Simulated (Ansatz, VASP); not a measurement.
## Mg4Sn in VASP and in Ansatz

Contents of INCAR:

```
SYSTEM = Mg4Sn
ALGO = Normal
EDIFF = 1E-6
ENCUT = 520
GGA = PE
ISIF = 2
ISMEAR = 0
LASPH = .TRUE.
LCHARG = .TRUE.
LELF = .TRUE.
LREAL = .FALSE.
LVHAR = .TRUE.
LWAVE = .FALSE.
NBANDS = 19
NELM = 80
PREC = Accurate
SIGMA = 0.1
```

File KPOINTS:

```
k-points
0
G
  8 8 8
  0 0 0
```

The input POSCAR:

```
Mg4Sn
1.0
   -3.3481486077      3.3481486077      3.3481486077
    3.3481486077     -3.3481486077      3.3481486077
    3.3481486077      3.3481486077     -3.3481486077
Mg Sn
4 1
Direct
    0.0000000000      0.0000000000      0.5000000000
    0.5000000000      0.0000000000      0.0000000000
    0.0000000000      0.5000000000      0.0000000000
    0.5000000000      0.5000000000      0.5000000000
    0.0000000000      0.0000000000      0.0000000000
```

Input for Ansatz:

```yaml
crystal:
  lattice:
    - [-3.3481486077, 3.3481486077, 3.3481486077]
    - [3.3481486077, -3.3481486077, 3.3481486077]
    - [3.3481486077, 3.3481486077, -3.3481486077]
  atoms:
    - { symbol: Mg, position: [0.0, 0.0, 0.5] }
    - { symbol: Mg, position: [0.5, 0.0, 0.0] }
    - { symbol: Mg, position: [0.0, 0.5, 0.0] }
    - { symbol: Mg, position: [0.5, 0.5, 0.5] }
    - { symbol: Sn, position: [0.0, 0.0, 0.0] }
basis:
  ecutwfc: 420
kpoints:
  mp_grid: { grid: [8, 8, 8] }
  band_path:
    path:
      - [[0.0, 0.0, 0.0], [0.5, -0.5, 0.5], [0.0, 0.0, 0.5], [0.0, 0.0, 0.0], [0.25, 0.25, 0.25], [0.5, -0.5, 0.5]]
      - [[0.25, 0.25, 0.25], [0.0, 0.0, 0.5]]
    npoints: 14
hamiltonian:
  xc: pbe
scf:
  occupations: { method: gaussian, width: 0.1 }
  n_extra_bands: 12
output:
  forces: true
  stress: true
  eigenvalues: true
  populations: true
  dos: { projected: true, de: 0.02, nscf_kmesh: { grid: [10, 10, 10] } }
  bader: true
  write_density: true
  write_potential: true
  elf: true
  volumetric_format: npy
```

The cell was built by a generator and needn't be a form met in nature.

Alike in both runs: task single point; functional PBE; k mesh 8 × 8 × 8; occupations gaussian, width 0.1 eV; no spin polarisation.

```csv
,VASP,Ansatz
version,VASP 6.6.1,Ansatz 0.2.0
potentials or method,"VASP PAW PBE potentials, release 64 (Mg, Sn_d)","scalar-relativistic, plane waves, PAW"
plane-wave cutoff (eV),520,420
valence electrons in the cell,22,54
```

|  | VASP | Ansatz | Ansatz less VASP |
| --- | --- | --- | --- |
| gap on the k mesh at the Fermi level (eV) | none | none | - |
| pressure (GPa) | -0.1 | 0.0 | +0.11 |

A gap of «none» marks a metal or a gap that the smearing closes. The functional is the same, so the differences come from potentials, cutoffs and numerics. The two sets of potentials don't hold the same shells in valence.
